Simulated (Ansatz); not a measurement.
Levels of theory for BaS (zincblende)

All numbers come from Ansatz 0.2.0. The calculation is non-magnetic, and the structure need not be a phase that has been made.

BaS built on the zincblende prototype, relaxed with r2SCAN. Space group F-43m (No. 216), cubic; conventional cell a = 7.039 Å, 43.59 Å³ an atom. Ba is surrounded by 4 S at 3.05 Å; S is surrounded by 4 Ba at 3.05 Å.

```
Ba S
1.0
     0.00000    3.51941    3.51941
     3.51941    0.00000    3.51941
     3.51941    3.51941    0.00000
Ba S
1 1
Direct
  0.00000 0.00000 0.00000
  0.25000 0.25000 0.25000
```

Relaxed lattice by functional, symmetry kept:
```tsv
functional	k mesh	a (Å)	volume (Å³/atom)
PBE	6×6×6	7.039	43.59
r2SCAN	6×6×6	7.039	43.59
PBEsol	6×6×6	6.937	41.73
LDA	6×6×6	6.868	40.49
HSE06	4×4×4	7.018	43.21
```

Band edges at fixed r2SCAN geometry:
```tsv
level	k mesh	gap (eV)	kind	edges	least direct gap (eV)	rough cost
LDA	6×6×6	2.42	indirect	W → Γ	3.10	4 core-seconds
PBE	6×6×6	2.75	indirect	W → Γ	3.42	7 core-seconds
PBE+SOC	6×6×6	2.70	indirect	W → Γ	3.36	16 core-seconds
r2SCAN	6×6×6	3.07	indirect	W → Γ	3.70	8 core-seconds
r2SCANh	4×4×4	3.62	indirect	W → Γ	4.29	110 core-seconds
HSE06	4×4×4	3.64	indirect	W → Γ	4.35	80 core-seconds
HSE06+SOC	4×4×4	3.59	indirect	W → Γ	4.29	6 core-minutes
DDH-PBE0	4×4×4	4.51	indirect	W → Γ	5.23	100 core-seconds
PBE0	4×4×4	4.34	indirect	W → Γ	5.06	80 core-seconds
r2SCAN0	4×4×4	4.46	indirect	W → Γ	5.18	110 core-seconds
G0W0@PBE (260 empty bands, 120 eV, 4×4×4)	4×4×4	3.92	–	W → Γ (mesh)	–	2.5 core-minutes
G0W0@PBE (646 empty bands, 220 eV, 4×4×4)	4×4×4	4.03	–	W → Γ (mesh)	–	28 core-minutes
```
PBE: smearing of 0.02 eV; the others have fixed occupations.
Wave cutoffs: 420 eV, 500 eV (r2SCAN, r2SCANh, r2SCAN0).
The G0W0 gap is PBE's gap over the path plus the quasiparticle shift read on the mesh. The G0W0 figures hold for the stated bands, cutoff and mesh and aren't extrapolated.
Costs come from shared machines and give only the order; PBE's includes the band path. The runs had 2 threads of Arm Neoverse V1, on a shared host.

With HSE06 the valence top lies at W and the conduction bottom at Γ, 3.64 eV higher; the smallest vertical gap, at Γ, is 4.35 eV. Spin-orbit coupling changes the PBE gap by -0.049 eV, to 2.70 eV; at Γ the threefold valence level splits into a fourfold and a twofold level 0.072 eV apart, the fourfold one on top. Spin-orbit coupling changes the HSE06 gap by -0.056 eV, to 3.59 eV; at Γ the threefold valence level splits into a fourfold and a twofold level 0.087 eV apart, the fourfold one on top.

Taking G0W0@PBE (646 empty bands, 220 eV, 4×4×4), 4.03 eV, as the yardstick (a computed one, not at the basis limit), PBE0 comes nearest, +0.31 eV off, at about 10 times r2SCAN's rough cost; G0W0 itself took about 200 times r2SCAN's rough cost. The others: HSE06 -0.39, r2SCANh -0.41, r2SCAN0 +0.43, DDH-PBE0 +0.48, r2SCAN -0.96, PBE -1.28, LDA -1.61 eV. The yardstick's own error is a tenth of an eV or more. r2SCAN covers 36 % of the step from PBE to HSE06, while HSE06 needs about 10 times r2SCAN's rough cost (on a coarser mesh). Spin-orbit coupling moves the least or the direct gap by up to 0.06 eV, so it is at the margin where a tenth of an eV counts. All these functionals give a gap of the same kind, indirect.

r2SCAN (ground state on 6×6×6): The clamped-ion dielectric constant comes out as 3.43 in all directions. Born charges, averaged over directions: Ba +2.19, S -2.19 e. PBE (ground state on 6×6×6): ε∞: 3.62 in all directions. Born charges, averaged over directions: Ba +2.18, S -2.18 e.

On the PBEsol cell (a = 6.937 Å), with PBEsol: The optical mode at Γ lies at 193 cm⁻¹ without the longitudinal term. With the long-range field the highest mode reaches 256 cm⁻¹. The electronic dielectric tensor ε∞ is 3.76 in all directions. With the ions relaxed, ε⁰ is 6.6 in all directions. Born charges, averaged over directions: Ba +2.17, S -2.17 e.

Only the levels marked +SOC include spin-orbit coupling.
